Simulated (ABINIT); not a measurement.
ZnS (Wurtzite-2H): single point with PBEsol

**Experimental background.**

A printed reference work, monograph reports, for a bulk crystal of ZnS at 4 K: band gap 3.911 eV (direct).

The system is ZnS (Wurtzite-2H).

```
Zn S
1.0
     3.81100    0.00000    0.00000
    -1.90550    3.30042    0.00000
     0.00000    0.00000    6.23400
Zn S
2 2
Cartesian
  1.9055 1.1001 3.1170
  0.0000 2.2003 0.0000
  1.9055 1.1001 5.5171
  0.0000 2.2003 2.4001
```

| Property | Result |
| --- | --- |
| Program | ABINIT 10.8.3 (patched build) |
| Task | single point |
| Functional | PBEsol |
| Potentials or basis | JTH PAW PBE v2.0 |
| Cutoff | 707 eV |
| k mesh | 8 × 8 × 5 |
| Occupations | fermi-dirac, width 0.05 eV |
| Spin | no spin polarisation |

```json
{
  "Pressure": "-1.3 GPa",
  "Largest force": "0.308 eV/Å",
  "Band gap on the k mesh": "2.10 eV, direct",
  "Valence electrons inside the program's atomic spheres": "Zn 10.81; S 3.60, 3.59"
}
```

Forces on the atoms (eV/Å):
```
Zn   0.000  0.000  0.308
Zn   0.000  0.000  0.308
S    0.000  0.000 -0.308
S    0.000  0.000 -0.308
```

Stress tensor (GPa, compression positive):
```
-0.73  0.00  0.00
 0.00 -0.73  0.00
 0.00  0.00 -2.57
```

Levels at points of the mesh, in eV from the valence-band top:
| k point | band 16 | band 17 | band 18 | band 19 | band 20 | band 21 |
| --- | --- | --- | --- | --- | --- | --- |
| (0.00, 0.00, 0.00) | -0.01 | -0.01 | 0.00 | 2.10 | 2.86 | 6.17 |
| (0.50, 0.00, 0.00) | -2.28 | -1.60 | -1.00 | 3.47 | 4.15 | 5.03 |

Run time: 3.6 min on 1 thread of Arm Neoverse V2 (shared host), peak memory 0.19 GiB.

Against the measured gap of ZnS, 3.911 eV (direct; 4 K; a printed reference work, monograph), the calculated 2.10 eV is off by -1.81 eV. The value is that of PBEsol, without temperature or zero-point motion. Semilocal functionals fall short of measured gaps as a rule.

Caveat: the PAW data sets were made with another functional, which shifts forces and pressure a little.
